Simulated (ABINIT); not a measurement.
The system is BN.

```
N B
1.0
     1.25112    0.72234    3.37293
    -1.25112    0.72234    3.37293
     0.00000   -1.44467    3.37293
N B
1 1
Cartesian
  0.0000 0.0000 6.7517
  0.0000 0.0000 0.0033
```

The cell is a database's computed one.

Base run:

| Item | Value |
| --- | --- |
| Program | ABINIT 10.8.3 (patched build) |
| Functional | PBE |
| Potentials or basis | SPMS NC PBE v1.0 |
| Cutoff | 952 eV |
| k mesh | 12 × 12 × 12 |
| Occupations | fermi-dirac, width 0.05 eV |
| Spin | no spin polarisation |

Its results: band gap on the k mesh 4.31 eV, indirect (least direct gap 4.72 eV); pressure 2.0 GPa; largest force 0.004 eV/Å.

Question: The run is repeated on the same cell with these changes: potentials or basis from SPMS NC PBE v1.0 to PseudoDojo NC SR PBE v0.5 stringent; cutoff from 952 eV to 1143 eV. What comes out?

Answer: Band gap on the k mesh 4.31 eV, indirect (least direct gap 4.72 eV); pressure 3.2 GPa; largest force 0.004 eV/Å.

A k mesh can miss the band edges.
